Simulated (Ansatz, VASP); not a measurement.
# MgH2 (MgH2 (Pbcn)): VASP beside Ansatz, part 2 of 2

Aim: how closely do two programs agree when they are given the same cell, functional and k mesh? The two relaxations start from unlike cells of this crystal (the structure described is Ansatz's start), so only their ends are compared.

VASP 6.6.1 and Ansatz 0.2.0.

So far: The starting structure; Ansatz: relaxation of cell and atoms, LDA.

## 3. VASP: relaxation of cell and atoms, LDA

Level of this step: LDA; plane waves and PAW (Mg, H) (VASP).

Its own start cell and the same functional (in two slightly different forms) and mesh now go to VASP, with its own data sets.

Lines of VASP's logs that name or quote its potential files are left out, and so is its time.

Input file INCAR:

```
SYSTEM = MgH2
PREC = Accurate
ENCUT = 600
EDIFF = 1E-07
NELM = 120
ISMEAR = 0
SIGMA = 0.01
LREAL = .FALSE.
ALGO = Normal
GGA = CA
NBANDS = 20
LORBIT = 11
LWAVE = .FALSE.
LCHARG = .FALSE.
ISIF = 3
IBRION = 2
NSW = 80
EDIFFG = -0.005
LASPH = .TRUE.
GGA_COMPAT = .FALSE.
NELMIN = 4
EFERMI = MIDGAP
KPAR = 2
```

Input file POSCAR:

```
MgH2
1.0
    4.4051333033      0.0000000000      0.0000000000
    0.0000000000      5.3298253296      0.0000000000
    0.0000000000      0.0000000000      4.8296493564
Mg H
4 8
Direct
    0.5000000000      0.8307770856      0.7500000000
    0.0000000000      0.6692229144      0.2500000000
    0.5000000000      0.1692229144      0.2500000000
    0.0000000000      0.3307770856      0.7500000000
    0.7311755014      0.8948576364      0.4212829666
    0.2311755014      0.6051423636      0.5787170334
    0.7688244986      0.6051423636      0.9212829666
    0.2688244986      0.8948576364      0.0787170334
    0.7311755014      0.1051423636      0.9212829666
    0.2311755014      0.3948576364      0.0787170334
    0.7688244986      0.3948576364      0.4212829666
    0.2688244986      0.1051423636      0.5787170334
```

Input file KPOINTS:

```
Automatic mesh
0
Gamma
6 5 6
0 0 0
```

Potentials, in the order of the species: Mg and H (LDA family, release 64).

On the command line:

```sh
mpirun -np 2 vasp_std
```

Numbers of over 12 decimals in the logs are rounded to 6 here.

Output:

```text
[banner, memory and clock lines left out]
running    2 mpi-ranks, on    1 nodes
 distrk:  each k-point on    1 cores,    2 groups
 distr:  one band on    1 cores,    1 groups

 POSCAR found type information on POSCAR MgH
 POSCAR found :  2 types and      12 ions
 LDA part: xc-table for (Slater(with rela. corr.)+CA(PZ))
 , standard interpolation
 POSCAR, INCAR and KPOINTS ok, starting setup
 FFT: planning ... GRIDC
 FFT: planning ... GRID_SOFT
 FFT: planning ... GRID
 WAVECAR not read
 entering main loop
       N       E                     dE             d eps       ncg     rms          rms(c)
DAV:   1     0.353334912798E+01    0.35333E+01   -0.57844E+03  1920   0.699E+02
DAV:   2    -0.379357542366E+02   -0.41469E+02   -0.38389E+02  2388   0.103E+02
DAV:   3    -0.405120124961E+02   -0.25763E+01   -0.25620E+01  2484   0.231E+01
DAV:   4    -0.405264844538E+02   -0.14472E-01   -0.14469E-01  2248   0.188E+00
DAV:   5    -0.405265924857E+02   -0.10803E-03   -0.10803E-03  2244   0.176E-01    0.919E+00
DAV:   6    -0.385499848681E+02    0.19766E+01   -0.96983E-01  2172   0.408E+00    0.469E+00
DAV:   7    -0.378254251608E+02    0.72456E+00   -0.13833E+00  2088   0.499E+00    0.641E-01
DAV:   8    -0.378312677226E+02   -0.58426E-02   -0.37409E-02  2148   0.856E-01    0.209E-01
DAV:   9    -0.378297627483E+02    0.15050E-02   -0.18295E-03  2332   0.183E-01    0.215E-02
DAV:  10    -0.378297737221E+02   -0.10974E-04   -0.11927E-04  2208   0.509E-02    0.197E-02
DAV:  11    -0.378297698049E+02    0.39171E-05   -0.60396E-06  2212   0.100E-02    0.279E-03
DAV:  12    -0.378297696210E+02    0.18394E-06   -0.67466E-07  2164   0.365E-03    0.482E-04
DAV:  13    -0.378297696266E+02   -0.56141E-08   -0.85421E-09  1184   0.460E-04
   1 F= -.37829770E+02 E0= -.37829770E+02  d E =-.378298E+02
 curvature:   0.00 expect dE= 0.000E+00 dE for cont linesearch  0.000E+00
 trial: gam= 0.00000 g(F)=  0.481E-05 g(S)=  0.184E-04 ort = 0.000E+00 (trialstep = 0.100E+01)
 search vector abs. value=  0.232E-04
 bond charge predicted
       N       E                     dE             d eps       ncg     rms          rms(c)
DAV:   1    -0.378297906382E+02   -0.21017E-04   -0.11526E-04  2192   0.621E-02    0.422E-03
DAV:   2    -0.378297906107E+02    0.27488E-07   -0.14370E-06  2192   0.632E-03    0.257E-03
DAV:   3    -0.378297905360E+02    0.74635E-07   -0.12400E-07  1784   0.155E-03    0.236E-04
DAV:   4    -0.378297905356E+02    0.46569E-09   -0.95330E-09  1112   0.489E-04
   2 F= -.37829791E+02 E0= -.37829791E+02  d E =-.209090E-04
 ZBRENT: can't locate minimum, use default step
 trial-energy change:   -0.000021  1 .order   -0.000021   -0.000023   -0.000019
 step:   4.0000(harm=  5.1657)  dis= 0.00053  next Energy=   -37.829829 (dE=-0.599E-04)
 reached required accuracy - stopping structural energy minimisation
```

OUTCAR, selected parts (step 3):

```text
ion  position               nearest neighbor table
   1  0.500  0.831  0.750-   6 1.88   7 1.88   5 1.92   8 1.92   9 1.96  12 1.96   3 3.01   3 3.01
                             2 3.38   2 3.38   2 3.38   2 3.38   4 3.46   4 3.46   4 3.46   4 3.46
   2  0.000  0.669  0.250-   5 1.88   8 1.88   7 1.92   6 1.92  10 1.96  11 1.96   4 3.01   4 3.01
                             1 3.38   1 3.38   1 3.38   1 3.38   3 3.46   3 3.46   3 3.46   3 3.46
   3  0.500  0.169  0.250-  10 1.88  11 1.88   9 1.92  12 1.92   5 1.96   8 1.96   1 3.01   1 3.01
                             4 3.38   4 3.38   4 3.38   4 3.38   2 3.46   2 3.46   2 3.46   2 3.46
   4  0.000  0.331  0.750-   9 1.88  12 1.88  11 1.92  10 1.92   6 1.96   7 1.96   2 3.01   2 3.01
                             3 3.38   3 3.38   3 3.38   3 3.38   1 3.46   1 3.46   1 3.46   1 3.46
   5  0.731  0.895  0.421-   2 1.88   1 1.92   3 1.96
   6  0.231  0.605  0.579-   1 1.88   2 1.92   4 1.96
   7  0.769  0.605  0.921-   1 1.88   2 1.92   4 1.96
   8  0.269  0.895  0.079-   2 1.88   1 1.92   3 1.96
   9  0.731  0.105  0.921-   4 1.88   3 1.92   1 1.96
  10  0.231  0.395  0.079-   3 1.88   4 1.92   2 1.96
  11  0.769  0.395  0.421-   3 1.88   4 1.92   2 1.96
  12  0.269  0.105  0.579-   4 1.88   3 1.92   1 1.96

  LATTYP: Found a simple orthorhombic cell.
 ALAT       =     4.4051333033
 B/A-ratio  =     1.0963684919
 C/A-ratio  =     1.2099123824

 Subroutine GETGRP returns: Found  8 space group operations
 (whereof  2 operations were pure point group operations)

The static configuration has the point symmetry S_2 .
 The point group associated with its full space group is D_2h.

 Found     48 irreducible k-points:

   k-points           NKPTS =     48   k-points in BZ     NKDIM =     48   number of bands    NBANDS=     20

   dimension x,y,z NGX =    36 NGY =   48 NGZ =   40
   dimension x,y,z NGXF=    72 NGYF=   96 NGZF=   80

   ENCUT  =  600.0 eV  44.10 Ry    6.64 a.u.   8.80 10.64  9.65*2*pi/ulx,y,z

   NELECT =      16.0000    total number of electrons

 k-points in reciprocal lattice and weights: Automatic mesh
   0.00000000  0.00000000  0.00000000       0.006
   0.16666667  0.00000000  0.00000000       0.011
   0.33333333  0.00000000  0.00000000       0.011
   0.50000000  0.00000000  0.00000000       0.006
   0.00000000  0.20000000  0.00000000       0.011
   0.16666667  0.20000000  0.00000000       0.022
   0.33333333  0.20000000  0.00000000       0.022
   0.50000000  0.20000000  0.00000000       0.011
   0.00000000  0.40000000  0.00000000       0.011
[...]
0.33333333  0.40000000  0.50000000       0.022
   0.50000000  0.40000000  0.50000000       0.011

 average (electrostatic) potential at core
       1 -39.6340       2 -39.6340       3 -39.6340       4 -39.6340       5 -33.8741
       6 -33.8741       7 -33.8741       8 -33.8741       9 -33.8741      10 -33.8741
      11 -33.8741      12 -33.8741

 E-fermi :   1.6101

 k-point     1 :       0.0000    0.0000    0.0000
  band No.  band energies     occupation
    ...
      4      -2.3190      2.00000
      5      -2.0706      2.00000
      6      -1.0278      2.00000
      7      -0.3279      2.00000
      8      -0.0619      2.00000
      9       3.3934      0.00000
     10       4.1664      0.00000
     11       5.5720      0.00000
     12       6.3126      0.00000
     13       6.3737      0.00000
    ...

 k-point     2 :       0.1667    0.0000    0.0000
  band No.  band energies     occupation
    ...
      4      -2.5691      2.00000
      5      -2.1732      2.00000
      6      -1.0643      2.00000
      7      -0.4065      2.00000
      8      -0.3215      2.00000
      9       3.7255      0.00000
     10       4.4662      0.00000
     11       5.6102      0.00000
     12       5.6935      0.00000
     13       5.7167      0.00000
    ...

 k-point     3 :       0.3333    0.0000    0.0000
  band No.  band energies     occupation
    ...
      4      -2.2565      2.00000
      5      -1.7649      2.00000
      6      -1.2807      2.00000
      7      -0.9927      2.00000
      8      -0.6885      2.00000
      9       3.2822      0.00000
     10       4.5970      0.00000
     11       5.1394      0.00000
     12       5.5095      0.00000
     13       5.6077      0.00000
    ...

  Total        0.0184278     -0.0482105      0.0179300      0.0000000      0.0000000      0.0000000
  in kB        0.2603941     -0.6812389      0.2533597      0.0000000      0.0000000      0.0000000
  external PRESSURE =      -0.0558283 kB  Pullay stress =       0.0000000 kB

  energy-cutoff  :      600.00
  volume of cell :      113.38
      direct lattice vectors                 reciprocal lattice vectors
     4.405474723  0.000000000 -0.000000000     0.226990293  0.000000000  0.000000000
     0.000000000  5.328517883  0.000000000     0.000000000  0.187669446  0.000000000
    -0.000000000  0.000000000  4.830071308     0.000000000  0.000000000  0.207036281

 POSITION                                       TOTAL-FORCE (eV/Angst)
 -----------------------------------------------------------------------------------
      2.20274      4.42679      3.62255        -0.000000     -0.001407     -0.000000
     -0.00000      3.56599      1.20752         0.000000      0.001407     -0.000000
      2.20274      0.90173      1.20752         0.000000      0.001407      0.000000
     -0.00000      1.76253      3.62255        -0.000000     -0.001407      0.000000
      3.22104      4.76834      2.03490        -0.002152      0.001097      0.001356
      1.01830      3.22444      2.79517        -0.002152     -0.001097     -0.001356
      3.38717      3.22444      4.44993         0.002152     -0.001097      0.001356
      1.18443      4.76834      0.38014         0.002152      0.001097     -0.001356
      3.22104      0.56018      4.44993        -0.002152     -0.001097      0.001356
      1.01830      2.10408      0.38014        -0.002152      0.001097     -0.001356
      3.38717      2.10408      2.03490         0.002152      0.001097      0.001356
      1.18443      0.56018      2.79517         0.002152     -0.001097     -0.001356
 -----------------------------------------------------------------------------------
    total drift:                               -0.000000      0.000000     -0.000000

  FREE ENERGIE OF THE ION-ELECTRON SYSTEM (eV)
  ---------------------------------------------------
  free  energy   TOTEN  =       -37.8297905356 eV

  energy  without entropy=      -37.8297905356  energy(sigma->0) =      -37.82979054

 reached required accuracy - stopping structural energy minimisation

 total charge
# of ion       s       p       d       tot
------------------------------------------
    1        0.166   0.168   0.044   0.379
    2        0.166   0.168   0.044   0.379
    3        0.166   0.168   0.044   0.379
    4        0.166   0.168   0.044   0.379
    5        0.557   0.003   0.000   0.560
    6        0.557   0.003   0.000   0.560
    7        0.557   0.003   0.000   0.560
    8        0.557   0.003   0.000   0.560
    9        0.557   0.003   0.000   0.560
   10        0.557   0.003   0.000   0.560
   11        0.557   0.003   0.000   0.560
   12        0.557   0.003   0.000   0.560
--------------------------------------------------
tot          5.124   0.695   0.178   5.997

[... 3 further parts left out ...]
```

## 4. Side by side

Known differences besides the potentials themselves: the two LDA forms differ slightly; fixed occupations in Ansatz, narrow Gaussian smearing in VASP; the data sets hold 48 valence electrons in Ansatz (on its default PAW (the set named soft_2) files) and 16 in VASP; the cutoff is 420 eV in Ansatz and 600 eV in VASP; VASP's log shows a relativistic correction to its local exchange, Ansatz's none; Ansatz adds a Pulay correction to the stress that steers its cell, VASP none. Total energies have different zeros and are not compared.

The two programs side by side:

| quantity | Ansatz | VASP | difference |
| --- | --- | --- | --- |
| volume (Å³) | 114.31 | 113.38 | +0.81 % |
| edge a after relaxation, in the typed setting (Å) | 4.420 | 4.405 | +0.34 % |
| edge b after relaxation, in the typed setting (Å) | 5.340 | 5.329 | +0.21 % |
| edge c after relaxation, in the typed setting (Å) | 4.843 | 4.830 | +0.27 % |

## 5. Summary of results

```
difference in volume (relaxation of cell and atoms, LDA) : 0.81 %
```

**Reading.** The difference in volume is 0.81 % (relaxation of cell and atoms, LDA), within the 1.2 % picked in this series as the mark of a large difference, as far as the stopping tolerances let one tell. The data sets hold unlike numbers of valence electrons (48 in Ansatz and 16 in VASP), so part of the differences comes from the potentials. How closely two codes agree says nothing of how well the functional describes the real material.

[Lines on the potential files, build, host, timing and source positions are cut from VASP's logs without a mark.]

[Logs are printed without paths, hosts, clocks, repeated set-up lines and the standing remarks that a program may print on its own settings, such as how far it seeks lower states.]

[Hosts, paths, dates, database ids (printed as entryN), source tags and the programs' standing remarks are cut or masked in the printed files.]
